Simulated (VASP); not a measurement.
# MoSe2 (P6_3/mmc) in VASP: notebook, part 2 of 2

VASP 6.6.1. Earlier steps stand in the parts before.

### Step 3. Dielectric tensor, LDA

INCAR

```
PREC = Accurate
ENCUT = 600
EDIFF = 1E-8
ISMEAR = 0
SIGMA = 0.03
LREAL = F
LASPH = T
NELM = 80
ALGO = Normal
ISIF = 2
LWAVE = F
LCHARG = F
LEPSILON = T
KPAR = 2
```

KPOINTS

```
regular mesh
0
Gamma
  12 12 3
```

POSCAR

```
MoSe2                                   
1.0
    3.2518099848      0.0000000000     -0.0000000000
   -1.6259049923      2.8161500550     -0.0000000000
    0.0000000000     -0.0000000000     12.7430801202
  Mo              Se            
     2     4
Direct
     0.3333333332999970    0.6666666667000030    0.2500000000000000
     0.6666666667000030    0.3333333332999970    0.7500000000000000
     0.3333333332999970    0.6666666667000030    0.6196920580990797
     0.6666666667000030    0.3333333332999970    0.1196920580990796
     0.3333333332999970    0.6666666667000030    0.8803079419009203
     0.6666666667000030    0.3333333332999970    0.3803079419009204
```

Potentials or basis: VASP PAW LDA potentials, release 64 (Mo_sv, Se).

The run is started by

```
$ cat potpaw_LDA.64/Mo_sv/POTCAR potpaw_LDA.64/Se/POTCAR > POTCAR
$ mpirun -np 2 vasp_std > vasp.out
```

OUTCAR:

```text
PREC = Accurate
   ENCUT = 600
   EDIFF = 1E-8
   ISMEAR = 0
   LREAL = F
   LASPH = T
   NELM = 80
   ISIF = 2
   LEPSILON = T

 ion  position               nearest neighbor table
   1  0.333  0.667  0.250-   4 2.51   6 2.51   4 2.51   6 2.51   4 2.51   6 2.51
   2  0.667  0.333  0.750-   3 2.51   5 2.51   3 2.51   5 2.51   3 2.51   5 2.51
   3  0.333  0.667  0.620-   2 2.51   2 2.51   2 2.51
   4  0.667  0.333  0.120-   1 2.51   1 2.51   1 2.51
   5  0.333  0.667  0.880-   2 2.51   2 2.51   2 2.51
   6  0.667  0.333  0.380-   1 2.51   1 2.51   1 2.51

  LATTYP: Found a hexagonal cell.
 ALAT       =     3.2518099848
 C/A-ratio  =     3.9187652968

  Lattice vectors:

 A1 = (   3.2518099848,   0.0000000000,   0.0000000000)
 A2 = (  -1.6259049923,   2.8161500550,   0.0000000000)
 A3 = (   0.0000000000,   0.0000000000,  12.7430801202)

Analysis of symmetry for initial positions (statically):
=====================================================================
 Subroutine PRICEL returns:
 Original cell was already a primitive cell.

 Routine SETGRP: Setting up the symmetry group for a
 hexagonal supercell.

 Subroutine GETGRP returns: Found 24 space group operations
 (whereof 12 operations were pure point group operations)
 out of a pool of 24 trial point group operations.

The static configuration has the point symmetry D_3d.
 The point group associated with its full space group is D_6h.

Analysis of symmetry for dynamics (positions and initial velocities):
=====================================================================
 Subroutine PRICEL returns:
 Original cell was already a primitive cell.

 Routine SETGRP: Setting up the symmetry group for a
 hexagonal supercell.

 Subroutine GETGRP returns: Found 24 space group operations
 (whereof 12 operations were pure point group operations)
 out of a pool of 24 trial point group operations.

The dynamic configuration has the point symmetry D_3d.
 The point group associated with its full space group is D_6h.

 Subroutine INISYM returns: Found 24 space group operations
 (whereof 12 operations are pure point group operations),
 and found     1 'primitive' translations

----------------------------------------------------------------------------------------

                                     Primitive cell

  volume of cell :     116.6958

  direct lattice vectors                    reciprocal lattice vectors
     3.251809985  0.000000000  0.000000000     0.307521044  0.177547357  0.000000000
    -1.625904992  2.816150055  0.000000000     0.000000000  0.355094715  0.000000000
     0.000000000  0.000000000 12.743080120     0.000000000  0.000000000  0.078473963

  length of vectors
     3.251809985  3.251809985 12.743080120     0.355094715  0.355094715  0.078473963

  position of ions in fractional coordinates (direct lattice)
     0.333333333  0.666666667  0.250000000
     0.666666667  0.333333333  0.750000000
     0.333333333  0.666666667  0.619692058
     0.666666667  0.333333333  0.119692058
     0.333333333  0.666666667  0.880307942
     0.666666667  0.333333333  0.380307942

[... 956 lines left out ...]
 VOLUME and BASIS-vectors are now :
 -----------------------------------------------------------------------------
  energy-cutoff  :      600.00
  volume of cell :      116.70
      direct lattice vectors                 reciprocal lattice vectors
     3.251809985  0.000000000  0.000000000     0.307521044  0.177547357  0.000000000
    -1.625904992  2.816150055  0.000000000     0.000000000  0.355094715  0.000000000
     0.000000000  0.000000000 12.743080120     0.000000000  0.000000000  0.078473963

 POSITION                                       TOTAL-FORCE (eV/Angst)
 -----------------------------------------------------------------------------------
     -0.00000      1.87743      3.18577         0.000000     -0.000000      0.000000
      1.62590      0.93872      9.55731         0.000000      0.000000      0.000000
     -0.00000      1.87743      7.89679        -0.000000     -0.000000      0.000866
      1.62590      0.93872      1.52525        -0.000000      0.000000      0.000866
     -0.00000      1.87743     11.21783        -0.000000     -0.000000     -0.000866
      1.62590      0.93872      4.84629        -0.000000      0.000000     -0.000866
 -----------------------------------------------------------------------------------
    total drift:                               -0.000000      0.000000     -0.000000

  FREE ENERGIE OF THE ION-ELECTRON SYSTEM (eV)
  ---------------------------------------------------
  free  energy   TOTEN  =       -45.2701682281 eV

  energy  without entropy=      -45.2701682281  energy(sigma->0) =      -45.27016823

 HEAD OF MICROSCOPIC STATIC DIELECTRIC TENSOR (INDEPENDENT PARTICLE, excluding Hartree and local field effects)
 ------------------------------------------------------
          17.820316     0.000000     0.000000
           0.000000    17.820316    -0.000000
           0.000000     0.000000    12.371887
 ------------------------------------------------------

 Free energy of the ion-electron system (eV)
  ---------------------------------------------------
  ---------------------------------------------------
  free energy    TOTEN  =        -5.35540531 eV

  energy without entropy =       -5.35540531

------------------------ aborting loop because EDIFF is reached ----------------------------------------

--------------------------------------- Ionic step        2  -------------------------------------------

------------------------ aborting loop because EDIFF is reached ----------------------------------------

--------------------------------------- Ionic step        3  -------------------------------------------

 Free energy of the ion-electron system (eV)
  ---------------------------------------------------
  ---------------------------------------------------
  free energy    TOTEN  =        -2.65339093 eV

  energy without entropy =       -2.65339093

------------------------ aborting loop because EDIFF is reached ----------------------------------------

 PIEZOELECTRIC TENSOR FIELD DIRECTION 3  (e Angst)
 -----------------------------------------------------------------------------
     0.00115  0.00000 -0.00000           (  0.00003  0.00000  0.00000)
     0.00000  0.00115  0.00000           (  0.00000  0.00003  0.00000)
    -0.00000  0.00000 -0.00900           (  0.00000  0.00000  0.00002)

 PIEZOELECTRIC TENSOR FIELD DIRECTION 3  (C/m^2)
 -----------------------------------------------------------------------------
     0.00016  0.00000 -0.00000
     0.00000  0.00016  0.00000
    -0.00000  0.00000 -0.00124

 MACROSCOPIC STATIC DIELECTRIC TENSOR (including local field effects in DFT)
 ------------------------------------------------------
          16.809963     0.000000     0.000000
           0.000000    16.809963     0.000000
           0.000000    -0.000000     8.889690
 ------------------------------------------------------

 PIEZOELECTRIC TENSOR (including local field effects)  for field in x, y, z        (e  Angst)
          XX          YY          ZZ          XY          YZ          ZX
  --------------------------------------------------------------------------------
  x     0.00000     0.00000     0.00000     0.00000     0.00000     0.00000
  y     0.00000     0.00000     0.00000     0.00000     0.00000     0.00000
  z     0.00000     0.00000     0.00000     0.00000     0.00000     0.00000

 PIEZOELECTRIC TENSOR (including local field effects)  for field in x, y, z        (C/m^2)
          XX          YY          ZZ          XY          YZ          ZX
  --------------------------------------------------------------------------------
  x     0.00000     0.00000     0.00000     0.00000     0.00000     0.00000
  y     0.00000     0.00000     0.00000     0.00000     0.00000     0.00000
  z     0.00000     0.00000     0.00000     0.00000     0.00000     0.00000

 BORN EFFECTIVE CHARGES (including local field effects) (in |e|, cummulative output)
 ---------------------------------------------------------------------------------
 ion    1
    1    -1.87868    -0.00000    -0.00000
    2    -0.00000    -1.87868     0.00000
    3     0.00000     0.00000    -1.17791
 ion    2
    1    -1.87868    -0.00000    -0.00000
    2    -0.00000    -1.87868     0.00000
    3     0.00000    -0.00000    -1.17791
 ion    3
    1     0.93934     0.00000     0.00000
    2     0.00000     0.93934     0.00000
    3    -0.00000     0.00000     0.58896
 ion    4
    1     0.93934     0.00000     0.00000
    2     0.00000     0.93934     0.00000
    3     0.00000    -0.00000     0.58896
 ion    5
    1     0.93934     0.00000     0.00000
    2     0.00000     0.93934    -0.00000
    3    -0.00000     0.00000     0.58896
 ion    6
    1     0.93934     0.00000     0.00000
    2     0.00000     0.93934     0.00000
    3    -0.00000     0.00000     0.58896
```

It took 12 min on 2 MPI ranks of AMD EPYC 9R45 (Zen 5), shared host; peak memory 0.88 GiB.

What came out:

| Item | Value |
| --- | --- |
| Band gap on the k mesh | 0.75 eV, indirect (least direct gap 1.51 eV) |
| Electronic dielectric tensor (diagonal) | 16.81, 16.81, 8.89 |
| Born charges (mean of the diagonal) | Mo -1.65; Se +0.82 e |

Levels at points of the mesh, in eV from the valence-band top:
```
           k point  band 23  band 24  band 25  band 26  band 27  band 28  band 29  band 30
(0.00, 0.00, 0.00)    -1.52    -1.27    -0.73     0.00     2.54     2.54     2.62     2.62
(0.50, 0.00, 0.00)    -1.26    -1.17    -1.16    -0.86     1.60     1.65     1.82     2.23
```

Electronic dielectric tensor:
```
16.81  0.00  0.00
 0.00 16.81  0.00
 0.00  0.00  8.89
```

Born effective charge tensors (e):
atom 1, Mo
```
-1.88  0.00  0.00
 0.00 -1.88  0.00
 0.00  0.00 -1.18
```
atom 2, Mo
```
-1.88  0.00  0.00
 0.00 -1.88  0.00
 0.00  0.00 -1.18
```
atom 3, Se
```
0.94 0.00 0.00
0.00 0.94 0.00
0.00 0.00 0.59
```
atom 4, Se
```
0.94 0.00 0.00
0.00 0.94 0.00
0.00 0.00 0.59
```
atom 5, Se
```
0.94 0.00 0.00
0.00 0.94 0.00
0.00 0.00 0.59
```
atom 6, Se
```
0.94 0.00 0.00
0.00 0.94 0.00
0.00 0.00 0.59
```

Caveat: an odd mesh through Γ misses points on the zone boundary, where band edges often lie.
